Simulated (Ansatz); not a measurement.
## Calculated with Ansatz: LiOs2, relaxation

Launch command:

```bash
ansatz run input.yaml --threads 2 --pin off --max-ram 3584MiB --backend cpu --events-out ev --progress --plain --runs-dir out
```

The input file (Ansatz 0.2.0, plane waves):

```yaml
crystal:
  lattice:
    - [2.992184, 0.0, 0.0]
    - [-1.496092, 2.591309, 0.0]
    - [0.0, 0.0, 9.646972]
  atoms:
    - { symbol: Li, position: [0.33333, 0.66667, 0.0] }
    - { symbol: Li, position: [0.66666, 0.33333, 0.5] }
    - { symbol: Os, position: [0.33333, 0.66667, 0.375] }
    - { symbol: Os, position: [0.66666, 0.33333, 0.875] }
    - { symbol: Os, position: [0.0, 0.0, 0.625] }
    - { symbol: Os, position: [0.0, 0.0, 0.125] }
  symmetry: { tolerance: 0.0003 }
kpoints:
  mp_grid: { grid: [11, 11, 3], shift: [0, 0, 0] }
magnetization:
  spin_polarized: false
scf:
  occupations: { method: fermi_dirac }
  lower_state_search: "off"
hamiltonian:
  pseudopotentials: { kind: paw }
  xc: pbesol
basis:
  ecutwfc: 420
  fft_grid_basis: typed
relax:
  max_steps: 40
  cell: { p_target: 20.0 }
output:
  forces: true
  stress: true
  eigenvalues: true
  bader: true
  populations: true
  elf: true
  write_potential: true
  volumetric_format: npy
  dos:
    e_range: [-12, 8]
    de: 0.05
    projected: { site_lists: { Li: [Li], Os: [Os] } }
  write_density: true
checkpoint:
  read: saved_state
```

Origin of the cell: a known structure type with other elements, at an estimated volume, so it need not be a known compound.

The smearing width isn't typed, so it takes its default of 0.1 eV.

The saved state is a converged single point of the same cell.

Steps («new basis» is an SCF on plane waves selected anew at the same cell):

```
step  ΔH (meV/atom)  max force component (eV/Å)  P (GPa)  volume (Å³)  SCF iterations   step was
   1            0.0                       4.383    -1.54        74.80               6   accepted
   2         -496.1                       1.509    34.43        66.07               6   accepted
   3         -682.5                       0.160    32.79        67.51               6   accepted
   4         -829.2                       1.099    24.33        69.13               6   accepted
   5         -980.1                       0.641    32.53        69.37               6   accepted
   6        -1098.9                       0.351    29.54        70.56               6   accepted
   7        -1187.8                       0.073    25.87        71.81               6   accepted
   8        -1232.4                       0.187    23.61        73.14               6   accepted
   9        -1235.8                       0.025    18.80        74.25               6   accepted
  10        -1236.1                       0.008    20.02        73.99               6   accepted
  11        -1236.1                       0.003    19.98        74.00               6   accepted
  12        -1272.3                       0.014    24.06        74.00               7  new basis
  13        -1285.4                       0.019    21.81        75.22               6   accepted
  14        -1288.1                       0.010    19.69        76.32               6   accepted
  15        -1288.2                       0.001    19.98        76.16               6   accepted
  16        -1288.3                       0.001    19.98        76.16               9  new basis
```

Step 1, with forces in eV/Å:

```xyz
6
Lattice="2.992 0.000 0.000 -1.496 2.591 0.000 0.000 0.000 9.647" Properties=species:S:1:pos:R:3:forces:R:3 pbc="T T T" step=1
Li    0.000    1.728    0.000    0.000    0.000    0.102
Li    1.496    0.864    4.823    0.000    0.000    0.102
Os    0.000    1.728    3.618    0.000    0.000   -4.383
Os    1.496    0.864    8.441    0.000    0.000   -4.383
Os    0.000    0.000    6.029    0.000    0.000    4.280
Os    0.000    0.000    1.206    0.000    0.000    4.280
```

Step 2, with forces in eV/Å:

```xyz
6
Lattice="2.884 0.000 0.000 -1.442 2.497 0.000 0.000 0.000 9.175" Properties=species:S:1:pos:R:3:forces:R:3 pbc="T T T" step=2
Li    0.000    1.665    0.002    0.000    0.000    0.125
Li    1.442    0.832    4.589    0.000    0.000    0.125
Os    0.000    1.665    3.264    0.000    0.000   -1.509
Os    1.442    0.832    7.852    0.000    0.000   -1.509
Os    0.000    0.000    5.909    0.000    0.000    1.384
Os    0.000    0.000    1.321    0.000    0.000    1.384
```

Step 3, with forces in eV/Å:

```xyz
6
Lattice="2.843 0.000 0.000 -1.421 2.462 0.000 0.000 0.000 9.645" Properties=species:S:1:pos:R:3:forces:R:3 pbc="T T T" step=3
Li    0.000    1.641    0.006    0.000    0.000   -0.061
Li    1.421    0.821    4.828    0.000    0.000   -0.061
Os    0.000    1.641    3.355    0.000    0.000   -0.098
Os    1.421    0.821    8.177    0.000    0.000   -0.098
Os    0.000    0.000    6.284    0.000    0.000    0.160
Os    0.000    0.000    1.462    0.000    0.000    0.160
```

Step 4, with forces in eV/Å:

```xyz
6
Lattice="2.809 0.000 0.000 -1.405 2.433 0.000 0.000 0.000 10.115" Properties=species:S:1:pos:R:3:forces:R:3 pbc="T T T" step=4
Li    0.000    1.622    0.003    0.000    0.000   -0.011
Li    1.405    0.811    5.060    0.000    0.000   -0.011
Os    0.000    1.622    3.504    0.000    0.000   -1.089
Os    1.405    0.811    8.562    0.000    0.000   -1.089
Os    0.000    0.000    6.608    0.000    0.000    1.099
Os    0.000    0.000    1.550    0.000    0.000    1.099
```

Step 5, with forces in eV/Å:

```xyz
6
Lattice="2.751 0.000 0.000 -1.375 2.382 0.000 0.000 0.000 10.587" Properties=species:S:1:pos:R:3:forces:R:3 pbc="T T T" step=5
Li    0.000    1.588    0.001    0.000    0.000    0.040
Li    1.375    0.794    5.294    0.000    0.000    0.040
Os    0.000    1.588    3.603    0.000    0.000    0.601
Os    1.375    0.794    8.896    0.000    0.000    0.601
Os    0.000    0.000    6.983    0.000    0.000   -0.641
Os    0.000    0.000    1.690    0.000    0.000   -0.641
```

Step 6, with forces in eV/Å:

```xyz
6
Lattice="2.713 0.000 0.000 -1.356 2.350 0.000 0.000 0.000 11.069" Properties=species:S:1:pos:R:3:forces:R:3 pbc="T T T" step=6
Li    0.000    1.566    0.000    0.000    0.000    0.066
Li    1.356    0.783    5.535    0.000    0.000    0.066
Os    0.000    1.566    3.745    0.000    0.000    0.286
Os    1.356    0.783    9.279    0.000    0.000    0.286
Os    0.000    0.000    7.324    0.000    0.000   -0.351
Os    0.000    0.000    1.790    0.000    0.000   -0.351
```

Step 7, with forces in eV/Å:

```xyz
6
Lattice="2.680 0.000 0.000 -1.340 2.321 0.000 0.000 0.000 11.546" Properties=species:S:1:pos:R:3:forces:R:3 pbc="T T T" step=7
Li    0.000    1.547    0.005    0.000    0.000   -0.041
Li    1.340    0.774    5.778    0.000    0.000   -0.041
Os    0.000    1.547    3.885    0.000    0.000   -0.033
Os    1.340    0.774    9.658    0.000    0.000   -0.033
Os    0.000    0.000    7.656    0.000    0.000    0.073
Os    0.000    0.000    1.883    0.000    0.000    0.073
```

Step 8, with forces in eV/Å:

```xyz
6
Lattice="2.651 0.000 0.000 -1.326 2.296 0.000 0.000 0.000 12.016" Properties=species:S:1:pos:R:3:forces:R:3 pbc="T T T" step=8
Li    0.000    1.531   -0.001    0.000    0.000    0.095
Li    1.326    0.765    6.007    0.000    0.000    0.095
Os    0.000    1.531    4.018    0.000    0.000    0.092
Os    1.326    0.765   10.026    0.000    0.000    0.092
Os    0.000    0.000    8.000    0.000    0.000   -0.187
Os    0.000    0.000    1.992    0.000    0.000   -0.187
```

Step 9, with forces in eV/Å:

```xyz
6
Lattice="2.654 0.000 0.000 -1.327 2.298 0.000 0.000 0.000 12.177" Properties=species:S:1:pos:R:3:forces:R:3 pbc="T T T" step=9
Li    0.000    1.532    0.003    0.000    0.000    0.025
Li    1.327    0.766    6.091    0.000    0.000    0.025
Os    0.000    1.532    4.062    0.000    0.000   -0.005
Os    1.327    0.766   10.150    0.000    0.000   -0.005
Os    0.000    0.000    8.112    0.000    0.000   -0.020
Os    0.000    0.000    2.024    0.000    0.000   -0.020
```

Step 12, with forces in eV/Å:

```xyz
6
Lattice="2.649 0.000 0.000 -1.324 2.294 0.000 0.000 0.000 12.177" Properties=species:S:1:pos:R:3:forces:R:3 pbc="T T T" step=12
Li    0.000    1.529    0.004    0.000    0.000   -0.001
Li    1.324    0.765    6.093    0.000    0.000   -0.001
Os    0.000    1.529    4.062    0.000    0.000   -0.013
Os    1.324    0.765   10.151    0.000    0.000   -0.013
Os    0.000    0.000    8.110    0.000    0.000    0.014
Os    0.000    0.000    2.022    0.000    0.000    0.014
```

Step 13, with forces in eV/Å:

```xyz
6
Lattice="2.642 0.000 0.000 -1.321 2.288 0.000 0.000 0.000 12.445" Properties=species:S:1:pos:R:3:forces:R:3 pbc="T T T" step=13
Li    0.000    1.525    0.004    0.000    0.000    0.013
Li    1.321    0.763    6.226    0.000    0.000    0.013
Os    0.000    1.525    4.137    0.000    0.000    0.006
Os    1.321    0.763   10.359    0.000    0.000    0.006
Os    0.000    0.000    8.305    0.000    0.000   -0.019
Os    0.000    0.000    2.082    0.000    0.000   -0.019
```

Step 14, with forces in eV/Å:

```xyz
6
Lattice="2.637 0.000 0.000 -1.319 2.284 0.000 0.000 0.000 12.672" Properties=species:S:1:pos:R:3:forces:R:3 pbc="T T T" step=14
Li    0.000    1.523    0.006    0.000    0.000   -0.006
Li    1.319    0.761    6.342    0.000    0.000   -0.006
Os    0.000    1.523    4.199    0.000    0.000    0.010
Os    1.319    0.761   10.535    0.000    0.000    0.010
Os    0.000    0.000    8.468    0.000    0.000   -0.004
Os    0.000    0.000    2.132    0.000    0.000   -0.004
```

Step 16, with forces in eV/Å:

```xyz
6
Lattice="2.638 0.000 0.000 -1.319 2.284 0.000 0.000 0.000 12.641" Properties=species:S:1:pos:R:3:forces:R:3 pbc="T T T" step=16
Li    0.000    1.523    0.005    0.000    0.000   -0.001
Li    1.319    0.761    6.326    0.000    0.000   -0.001
Os    0.000    1.523    4.191    0.000    0.000    0.000
Os    1.319    0.761   10.511    0.000    0.000    0.000
Os    0.000    0.000    8.446    0.000    0.000    0.000
Os    0.000    0.000    2.125    0.000    0.000    0.000
```

```
Enthalpy lowered by     : 1288.3 meV/atom
Volume change           : 1.82 %
Final pressure          : 19.98 GPa
Relaxation steps listed : 16
Gap on the mesh         : none (metal)
```

Caveats: no moments, though an odd count or open d shells may carry them; no spin-orbit coupling, though heavy elements are present; the relaxation held the start's symmetry, so the end may be a saddle point.

It ran for 100 s on 2 threads of Intel(R) Xeon(R) Platinum 8488C (Sapphire Rapids), on a shared host, peak memory 0.45 GiB, from a saved density.
